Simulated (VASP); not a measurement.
Crystal: BaTiO3 (Barioperovskite).

```
CELL_PARAMETERS angstrom
3.98550 0.00000 0.00000
0.00000 2.83690 2.84515
0.00000 -2.83690 2.84515
ATOMIC_POSITIONS crystal
Ba 0.00000 0.00000 0.00000
Ti 0.50000 0.51240 0.51240
O 0.00000 0.48740 0.48740
O 0.50000 0.50524 0.99184
O 0.50000 0.99184 0.50524
```

```yaml
Program: VASP 6.6.1
Task: relaxation of cell and atoms
Functional: PBEsol
Potentials_or_basis: VASP PAW PBE potentials, release 64 (Ba_sv, Ti_sv, O)
Cutoff: 600 eV
k_mesh: 10 × 10 × 10
Occupations: methfessel-paxton, width 0.1 eV
Spin: no spin polarisation
```

At the start: pressure -2.3 GPa; volume 12.87 Å³/atom.

Problem. Where does the relaxation end?

Solution. Over 17 steps the energy falls by 6.1 meV/atom and the volume is 12.84 Å³/atom (-0.2 %); space group Amm2 (No. 38, to 0.05 Å).

Step by step:
| step | energy change (eV) | largest force (eV/Å) | pressure (GPa) | volume (Å³) |
| --- | --- | --- | --- | --- |
| 1 | 0.0000 | 0.2795 | -2.27 | 64.34 |
| 2 | -0.0076 | 0.1888 | 2.76 | 62.66 |
| 3 | -0.0118 | 0.2061 | 0.82 | 63.27 |
| 4 | -0.0196 | 0.1547 | 0.67 | 63.43 |
| 5 | -0.0275 | 0.0865 | 0.38 | 63.83 |
| 6 | -0.0276 | 0.0750 | 0.36 | 63.79 |
| 7 | -0.0292 | 0.0986 | -0.58 | 64.20 |
| 8 | -0.0293 | 0.0946 | -0.44 | 64.13 |
| 9 | -0.0298 | 0.0373 | 0.42 | 63.91 |
| 10 | -0.0300 | 0.0428 | 0.14 | 63.99 |
| 11 | -0.0304 | 0.0236 | 0.09 | 64.06 |
| 12 | -0.0305 | 0.0408 | 0.00 | 64.16 |
| 13 | -0.0305 | 0.0261 | -0.02 | 64.13 |
| 14 | -0.0307 | 0.0167 | 0.05 | 64.15 |
| 15 | -0.0307 | 0.0114 | 0.07 | 64.16 |
| 16 | -0.0306 | 0.0201 | -0.21 | 64.25 |
| 17 | -0.0307 | 0.0057 | -0.01 | 64.18 |

Final structure:
```yaml
crystal:
  lattice:
    - [3.96003, 0.00000, 0.00000]
    - [0.00000, 2.84090, 2.85259]
    - [0.00000, -2.84090, 2.85259]
  atoms:
    - { symbol: Ba, position: [0.00000, 0.00682, 0.00682] }
    - { symbol: Ti, position: [0.50000, 0.52083, 0.52083] }
    - { symbol: O, position: [0.00000, 0.49152, 0.49152] }
    - { symbol: O, position: [0.50000, 0.49405, 0.98366] }
    - { symbol: O, position: [0.50000, 0.98366, 0.49405] }
```

Caveat: the PAW data sets were made with another functional, which shifts forces and pressure a little.
